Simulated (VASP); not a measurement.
Calculation: PBE GGA, VASP's PBE PAW potentials (set 64) (plane waves; VASP).

Input for VASP

### INCAR
```
! general
SYSTEM   =  ZrO2
PREC     =  Accurate
ENCUT    =  520
LREAL    =  F
LASPH    =  T

! electronic loop
EDIFF    =  1E-7
NELM     =  100
ALGO     =  Normal
LMAXMIX  =  4

! smearing
ISMEAR   =  0
SIGMA    =  0.05

! functional
GGA      =  PE

! ions
ISIF     =  2

! output
LWAVE    =  F
LCHARG   =  F
```

File POSCAR:
```
ZrO2
1
    0.0000000000     2.6093922924     2.6093922924
    2.6093922924     0.0000000000     2.6093922924
    2.6093922924     2.6093922924     0.0000000000
Zr O
1 2
Direct
  0.0000000000   0.0000000000   0.0000000000
  0.2500000000   0.2500000000   0.2500000000
  0.7500000000   0.7500000000   0.7500000000
```

File KPOINTS:
```
Automatic mesh
0
G
8 8 8
```

POTCAR, in this order: Zr_sv O (PBE.64 set). Program: vasp_std.

Output of the run:

### OUTCAR
```
 ion  position               nearest neighbor table
   1  0.000  0.000  0.000-   3 2.26   3 2.26   3 2.26   2 2.26   3 2.26   2 2.26   2 2.26   2 2.26
  LATTYP: Found a face centered cubic cell.
 ALAT       =     5.2187845848
 Subroutine PRICEL returns:
 Original cell was already a primitive cell.
 Subroutine GETGRP returns: Found 48 space group operations
The static configuration has the point symmetry O_h .
The dynamic configuration has the point symmetry O_h .
 Subroutine INISYM returns: Found 48 space group operations
 Subroutine IBZKPT returns following result:
 Found     29 irreducible k-points:

 Following reciprocal coordinates:
            Coordinates               Weight
  0.000000  0.000000  0.000000      1.000000
  0.125000  0.000000  0.000000      8.000000
  0.250000  0.000000  0.000000      8.000000
  0.375000  0.000000  0.000000      8.000000
  0.500000  0.000000  0.000000      4.000000
  0.125000  0.125000  0.000000      6.000000
  0.250000  0.125000  0.000000     24.000000
  0.375000  0.125000  0.000000     24.000000
  0.500000  0.125000  0.000000     24.000000
 -0.375000  0.125000  0.000000     24.000000
...
```

File OSZICAR:
```
       N       E                     dE             d eps       ncg     rms          rms(c)
DAV:   1     0.195363987796E+03    0.19536E+03   -0.14521E+04   928   0.153E+03
DAV:   2    -0.271083539399E+02   -0.22247E+03   -0.21715E+03  1248   0.383E+02
DAV:   3    -0.347285170250E+02   -0.76202E+01   -0.76140E+01  1368   0.744E+01
DAV:   4    -0.350374093821E+02   -0.30889E+00   -0.30885E+00  1336   0.107E+01
DAV:   5    -0.350410739524E+02   -0.36646E-02   -0.36645E-02  1240   0.110E+00    0.216E+01
DAV:   6    -0.286266302165E+02    0.64144E+01   -0.39049E+01  1048   0.461E+01    0.846E+00
DAV:   7    -0.285263596113E+02    0.10027E+00   -0.16382E+00  1232   0.105E+01    0.518E+00
DAV:   8    -0.284873820340E+02    0.38978E-01   -0.22148E-01  1192   0.463E+00    0.537E-01
DAV:   9    -0.284891028425E+02   -0.17208E-02   -0.12216E-02  1272   0.911E-01    0.361E-01
DAV:  10    -0.284905643743E+02   -0.14615E-02   -0.35384E-03  1080   0.662E-01    0.110E-01
DAV:  11    -0.284906360755E+02   -0.71701E-04   -0.10661E-03  1240   0.280E-01    0.118E-01
DAV:  12    -0.284905854222E+02    0.50653E-04   -0.31836E-04  1048   0.138E-01    0.376E-03
DAV:  13    -0.284905866161E+02   -0.11938E-05   -0.65126E-06  1056   0.219E-02    0.640E-03
DAV:  14    -0.284905872849E+02   -0.66887E-06   -0.20514E-06  1136   0.117E-02    0.300E-03
DAV:  15    -0.284905871564E+02    0.12850E-06   -0.28664E-07  1024   0.433E-03    0.464E-04
DAV:  16    -0.284905871371E+02    0.19329E-07   -0.11636E-08   664   0.104E-03
   1 F= -.28490587E+02 E0= -.28490587E+02  d E =-.521104E-19
```

### OUTCAR
```
------------------------ aborting loop because EDIFF is reached ----------------------------------------
  FORCE on cell =-STRESS in cart. coord.  units (eV):
  Direction    XX          YY          ZZ          XY          YZ          ZX
  --------------------------------------------------------------------------------------
  Total       -2.7036852     -2.7036852     -2.7036852      0.0000000      0.0000000      0.0000000
  in kB     -121.9041751   -121.9041751   -121.9041751      0.0000000      0.0000000      0.0000000
  external PRESSURE =    -121.9041751 kB  Pullay stress =       0.0000000 kB
  volume of cell :       35.53
      direct lattice vectors                 reciprocal lattice vectors
     0.000000000  2.609392292  2.609392292    -0.191615497  0.191615497  0.191615497
     2.609392292  0.000000000  2.609392292     0.191615497 -0.191615497  0.191615497
     2.609392292  2.609392292  0.000000000     0.191615497  0.191615497 -0.191615497
 POSITION                                       TOTAL-FORCE (eV/Angst)
 -----------------------------------------------------------------------------------
      0.00000      0.00000      0.00000        -0.000000      0.000000      0.000000
      1.30470      1.30470      1.30470        -0.000000     -0.000000      0.000000
      3.91409      3.91409      3.91409         0.000000      0.000000     -0.000000
 -----------------------------------------------------------------------------------
    total drift:                                0.000000      0.000000      0.000000
  FREE ENERGIE OF THE ION-ELECTRON SYSTEM (eV)
  ---------------------------------------------------
  free  energy   TOTEN  =       -28.4905871371 eV

  energy  without entropy=      -28.4905871371  energy(sigma->0) =      -28.49058714
```
(Selected blocks of OUTCAR.)

The compound is ZrO2 in the fluorite structure, the high-temperature cubic form, which is unstable at 0 K; the monoclinic form is the stable one. This cell is one point of a volume scan, at 1.06 of the reference volume.
